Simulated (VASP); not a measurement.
# TaC (Fm-3m) in VASP: notebook, part 2 of 2

VASP 6.6.1.

## 4. Relaxation of the atoms, PBE (a relaxed cell with its volume scaled by 1.04)

INCAR

```
SYSTEM = TaC
  PREC = Accurate
  ENCUT = 600
  EDIFF = 1E-7
  ISMEAR = 1
  SIGMA = 0.1
  LREAL = .FALSE.
  LASPH = .TRUE.
  NELM = 80
  ALGO = Fast
  ISIF = 2
  LWAVE = .FALSE.
  LCHARG = .FALSE.
  GGA = PE
  IBRION = 2
  NSW = 40
  EDIFFG = -0.01
```

KPOINTS

```
regular mesh
0
G
  14 14 14
  0 0 0
```

POSCAR

```
TaC                                     
1.0
    0.0000000000      2.2685766103      2.2685766103
    2.2685766103     -0.0000000000      2.2685766103
    2.2685766103      2.2685766103      0.0000000000
  Ta              C             
     1     1
Direct
     0.0000000000000000    0.0000000000000000    0.0000000000000000
     0.5000000000000000    0.5000000000000000    0.5000000000000000
```

Potentials or basis: VASP PAW PBE potentials, release 64 (Ta_pv, C).

Run with:

```console
$ cat potpaw_PBE.64/Ta_pv/POTCAR potpaw_PBE.64/C/POTCAR > POTCAR
$ mpirun -np 1 vasp_std > vasp.out
```

OUTCAR:

```text
SYSTEM = TaC
   PREC = Accurate
   ENCUT = 600
   EDIFF = 1E-7
   ISMEAR = 1
   LREAL = .FALSE.
   LASPH = .TRUE.
   NELM = 80
   ISIF = 2
   GGA = PE
   IBRION = 2
   NSW = 40
   EDIFFG = -0.01

 ion  position               nearest neighbor table
   1  0.000  0.000  0.000-   2 2.27   2 2.27   2 2.27   2 2.27   2 2.27   2 2.27
   2  0.500  0.500  0.500-   1 2.27   1 2.27   1 2.27   1 2.27   1 2.27   1 2.27

  LATTYP: Found a face centered cubic cell.
 ALAT       =     4.5371532206

  Lattice vectors:

 A1 = (   0.0000000000,   2.2685766103,   2.2685766103)
 A2 = (   2.2685766103,   0.0000000000,   2.2685766103)
 A3 = (   2.2685766103,   2.2685766103,   0.0000000000)

Analysis of symmetry for initial positions (statically):
=====================================================================
 Subroutine PRICEL returns:
 Original cell was already a primitive cell.

 Routine SETGRP: Setting up the symmetry group for a
 face centered cubic supercell.

[... 178 lines left out ...]
  band No.  band energies     occupation
      1     -27.3745      2.00000
      2     -27.3745      2.00000
      3     -27.3745      2.00000
      4      -6.5893      2.00000
      5       6.6138      2.00000
      6       6.6138      2.00000
      7       6.6138      2.00000
      8       7.3950      2.00000
      9       7.3950      2.00000
     10       7.3950      2.00000
     11       8.4444     -0.00000
[... 309 lines left out ...]
 k-point    24 :       0.2857    0.1429    0.0000
  band No.  band energies     occupation
      1     -27.6622      2.00000
      2     -27.4488      2.00000
      3     -27.4393      2.00000
      4      -4.9574      2.00000
      5       2.3313      2.00000
      6       4.0330      2.00000
      7       4.6828      2.00000
      8       6.7166      2.00000
      9       9.2594     -0.00000
     10      10.0179      0.00000
     11      11.6189      0.00000

 [... further k-points ...]

------------------------ aborting loop because EDIFF is reached ----------------------------------------

  FORCE on cell =-STRESS in cart. coord.  units (eV):
  Direction    XX          YY          ZZ          XY          YZ          ZX
  --------------------------------------------------------------------------------------
  -------------------------------------------------------------------------------------
  Total       -1.7057286     -1.7057286     -1.7057286      0.0000000      0.0000000      0.0000000
  in kB     -117.0388863   -117.0388863   -117.0388863      0.0000000      0.0000000      0.0000000
  external PRESSURE =    -117.0388863 kB  Pullay stress =       0.0000000 kB

 VOLUME and BASIS-vectors are now :
 -----------------------------------------------------------------------------
  energy-cutoff  :      600.00
  volume of cell :       23.35
      direct lattice vectors                 reciprocal lattice vectors
     0.000000000  2.268576610  2.268576610    -0.220402519  0.220402519  0.220402519
     2.268576610  0.000000000  2.268576610     0.220402519 -0.220402519  0.220402519
     2.268576610  2.268576610  0.000000000     0.220402519  0.220402519 -0.220402519

 POSITION                                       TOTAL-FORCE (eV/Angst)
 -----------------------------------------------------------------------------------
      0.00000      0.00000      0.00000         0.000000      0.000000     -0.000000
      2.26858      2.26858      2.26858         0.000000      0.000000      0.000000
 -----------------------------------------------------------------------------------
    total drift:                                0.000000      0.000000      0.000000

  FREE ENERGIE OF THE ION-ELECTRON SYSTEM (eV)
  ---------------------------------------------------
  free  energy   TOTEN  =       -22.1655336206 eV

  energy  without entropy=      -22.1649178728  energy(sigma->0) =      -22.16532837

 reached required accuracy - stopping structural energy minimisation
```

OSZICAR:

```text
N       E                     dE             d eps       ncg     rms          rms(c)
DAV:   1     0.870269804004E+02    0.87027E+02   -0.90695E+03  2288   0.148E+03
DAV:   2    -0.218182193011E+02   -0.10885E+03   -0.10453E+03  2643   0.336E+02
DAV:   3    -0.256011477480E+02   -0.37829E+01   -0.36757E+01  2936   0.548E+01
DAV:   4    -0.256695340997E+02   -0.68386E-01   -0.66787E-01  2785   0.656E+00
DAV:   5    -0.256707213844E+02   -0.11873E-02   -0.11865E-02  2947   0.688E-01    0.221E+01
RMM:   6    -0.220935679446E+02    0.35772E+01   -0.12021E+01  2419   0.230E+01    0.849E+00
RMM:   7    -0.221888073295E+02   -0.95239E-01   -0.16621E+00  2416   0.903E+00    0.484E+00
RMM:   8    -0.221748907150E+02    0.13917E-01   -0.20112E-01  2346   0.328E+00    0.695E-01
RMM:   9    -0.221658008139E+02    0.90899E-02   -0.11271E-01  2366   0.197E+00    0.244E-01
RMM:  10    -0.221658498905E+02   -0.49077E-04   -0.13424E-02  2392   0.916E-01    0.174E-01
RMM:  11    -0.221654920016E+02    0.35789E-03   -0.26435E-03  2408   0.410E-01    0.551E-02
RMM:  12    -0.221655260701E+02   -0.34069E-04   -0.42787E-04  2401   0.182E-01    0.442E-02
RMM:  13    -0.221655312548E+02   -0.51847E-05   -0.10133E-04  2517   0.894E-02    0.321E-03
RMM:  14    -0.221655332514E+02   -0.19966E-05   -0.21898E-05  2513   0.417E-02    0.873E-03
RMM:  15    -0.221655335366E+02   -0.28516E-06   -0.54525E-06  2315   0.242E-02    0.470E-03
RMM:  16    -0.221655335726E+02   -0.36016E-07   -0.17314E-06  2306   0.129E-02    0.115E-03
RMM:  17    -0.221655336206E+02   -0.48007E-07   -0.51207E-07  1719   0.638E-03
   1 F= -.22165534E+02 E0= -.22165328E+02  d E =-.221655E+02
```

CONTCAR:

```text
TaC
   1.00000000000000
     0.0000000000000000    2.2685766102999998    2.2685766102999998
     2.2685766102999998    0.0000000000000000    2.2685766102999998
     2.2685766102999998    2.2685766102999998    0.0000000000000000
  Ta              C
     1     1
Direct
     0.0000000000000000    0.0000000000000000    0.0000000000000000
     0.5000000000000000    0.5000000000000000    0.5000000000000000

  0.00000000E+00  0.00000000E+00  0.00000000E+00
  0.00000000E+00  0.00000000E+00  0.00000000E+00
```

Run time: 42 s. Hardware: 1 thread of Intel Xeon Platinum 8259CL at 2.50GHz (Skylake/Cascade Lake), shared host; peak memory 0.18 GiB.

Results:

- Free energy: -22.1655 eV
- Pressure after relaxing: -11.7 GPa
- Band gap on the k mesh: none (metal or under the smearing width)

Final structure:
```xyz
2
Lattice="0.0000 2.2686 2.2686 2.2686 0.0000 2.2686 2.2686 2.2686 0.0000" Properties=species:S:1:pos:R:3 pbc="T T T"
Ta    0.0000    0.0000    0.0000
C     2.2686    2.2686    2.2686
```

Levels at points of the mesh, in eV from the Fermi level:
| k point | band 6 | band 7 | band 8 | band 9 | band 10 | band 11 |
| --- | --- | --- | --- | --- | --- | --- |
| (0.00, 0.00, 0.00) | -1.32 | -1.32 | -0.54 | -0.54 | -0.54 | 0.51 |
| (0.50, 0.00, 0.00) | -5.28 | -5.28 | 2.42 | 2.42 | 3.32 | 5.13 |
| (0.50, 0.50, 0.00) | -4.32 | -1.85 | -1.85 | 2.31 | 3.67 | 3.67 |

Caveat: the relaxation stopped at its first step, so nothing moved. The run has no spin-orbit coupling, so splittings on Ta are missing.

## 5. Relaxation of the atoms, PBE (a relaxed cell with its volume scaled by 1.06)

INCAR is that of step 4.

KPOINTS is that of step 4.

POSCAR

```
TaC                                     
1.0
    0.0000000000      2.2830265324      2.2830265324
    2.2830265324     -0.0000000000      2.2830265324
    2.2830265324      2.2830265324      0.0000000000
  Ta              C             
     1     1
Direct
     0.0000000000000000    0.0000000000000000    0.0000000000000000
     0.5000000000000000    0.5000000000000000    0.5000000000000000
```

Potentials or basis: VASP PAW PBE potentials, release 64 (Ta_pv, C).

Run with:

```console
$ cat potpaw_PBE.64/Ta_pv/POTCAR potpaw_PBE.64/C/POTCAR > POTCAR
$ mpirun -np 1 vasp_std > vasp.out
```

OUTCAR:

```text
SYSTEM = TaC
   PREC = Accurate
   ENCUT = 600
   EDIFF = 1E-7
   ISMEAR = 1
   LREAL = .FALSE.
   LASPH = .TRUE.
   NELM = 80
   ISIF = 2
   GGA = PE
   IBRION = 2
   NSW = 40
   EDIFFG = -0.01

 ion  position               nearest neighbor table
   1  0.000  0.000  0.000-   2 2.28   2 2.28   2 2.28   2 2.28   2 2.28   2 2.28
   2  0.500  0.500  0.500-   1 2.28   1 2.28   1 2.28   1 2.28   1 2.28   1 2.28
[... 532 lines left out ...]

------------------------ aborting loop because EDIFF is reached ----------------------------------------

  FORCE on cell =-STRESS in cart. coord.  units (eV):
  Direction    XX          YY          ZZ          XY          YZ          ZX
  --------------------------------------------------------------------------------------
  -------------------------------------------------------------------------------------
  Total       -2.4810414     -2.4810414     -2.4810414     -0.0000000      0.0000000     -0.0000000
  in kB     -167.0250927   -167.0250927   -167.0250927     -0.0000000      0.0000000     -0.0000000
  external PRESSURE =    -167.0250927 kB  Pullay stress =       0.0000000 kB

 VOLUME and BASIS-vectors are now :
 -----------------------------------------------------------------------------
  energy-cutoff  :      600.00
  volume of cell :       23.80
      direct lattice vectors                 reciprocal lattice vectors
     0.000000000  2.283026532  2.283026532    -0.219007529  0.219007529  0.219007529
     2.283026532  0.000000000  2.283026532     0.219007529 -0.219007529  0.219007529
     2.283026532  2.283026532  0.000000000     0.219007529  0.219007529 -0.219007529

 POSITION                                       TOTAL-FORCE (eV/Angst)
 -----------------------------------------------------------------------------------
      0.00000      0.00000      0.00000         0.000000     -0.000000      0.000000
      2.28303      2.28303      2.28303        -0.000000      0.000000     -0.000000
 -----------------------------------------------------------------------------------
    total drift:                                0.000000      0.000000      0.000000

  FREE ENERGIE OF THE ION-ELECTRON SYSTEM (eV)
  ---------------------------------------------------
  free  energy   TOTEN  =       -22.1259911889 eV

  energy  without entropy=      -22.1253629121  energy(sigma->0) =      -22.12578176

 reached required accuracy - stopping structural energy minimisation
```

CONTCAR:

```text
TaC
   1.00000000000000
     0.0000000000000000    2.2830265324000001    2.2830265324000001
     2.2830265324000001    0.0000000000000000    2.2830265324000001
     2.2830265324000001    2.2830265324000001    0.0000000000000000
  Ta              C
     1     1
Direct
     0.0000000000000000    0.0000000000000000    0.0000000000000000
     0.5000000000000000    0.5000000000000000    0.5000000000000000

  0.00000000E+00  0.00000000E+00  0.00000000E+00
  0.00000000E+00  0.00000000E+00  0.00000000E+00
```

It took 45 s on 1 thread of Intel Xeon Platinum 8259CL at 2.50GHz (Skylake/Cascade Lake), shared host; peak memory 0.19 GiB.

Results:

* Free energy: -22.1260 eV
* Pressure after relaxing: -16.7 GPa
* Band gap on the k mesh: none (metal or under the smearing width)

Final structure:
```yaml
crystal:
  lattice:
    - [0.00000, 2.28303, 2.28303]
    - [2.28303, 0.00000, 2.28303]
    - [2.28303, 2.28303, 0.00000]
  atoms:
    - { symbol: Ta, position: [0.00000, 0.00000, 0.00000] }
    - { symbol: C, position: [0.50000, 0.50000, 0.50000] }
```

Levels at points of the mesh, in eV from the Fermi level:
| k point | band 4 | band 5 | band 6 | band 7 | band 8 | band 9 | band 10 | band 11 |
| --- | --- | --- | --- | --- | --- | --- | --- | --- |
| (0.00, 0.00, 0.00) | -14.39 | -1.29 | -1.29 | -1.29 | -0.53 | -0.53 | -0.53 | 0.49 |
| (0.50, 0.00, 0.00) | -10.42 | -8.33 | -5.18 | -5.18 | 2.35 | 2.35 | 3.22 | 5.07 |
| (0.50, 0.50, 0.00) | -12.33 | -4.65 | -4.22 | -1.83 | -1.83 | 2.24 | 3.56 | 3.56 |

Caveat: the relaxation stopped at its first step, so nothing moved. Spin-orbit coupling is left out, which matters for the levels of Ta.

## 6. Summary

```tsv
cell	gap on the mesh (eV)	pressure (GPa)
atoms relaxed	none	0.0
atoms relaxed from: a relaxed cell with its volume scaled by 1.02	none	-6.2
atoms relaxed from: a relaxed cell with its volume scaled by 1.04	none	-11.7
atoms relaxed from: a relaxed cell with its volume scaled by 1.06	none	-16.7
```

Alike in all rows: task relaxation of the atoms; level PBE; potentials or basis VASP PAW PBE potentials, release 64 (Ta_pv, C); no spin polarisation; k mesh 14 × 14 × 14; cutoff (eV) 600; smearing methfessel-paxton 0.1 eV.

Caveats: the relaxation stopped at its first step, so nothing moved.

Absolute energies hang on the potentials; compare differences alone.
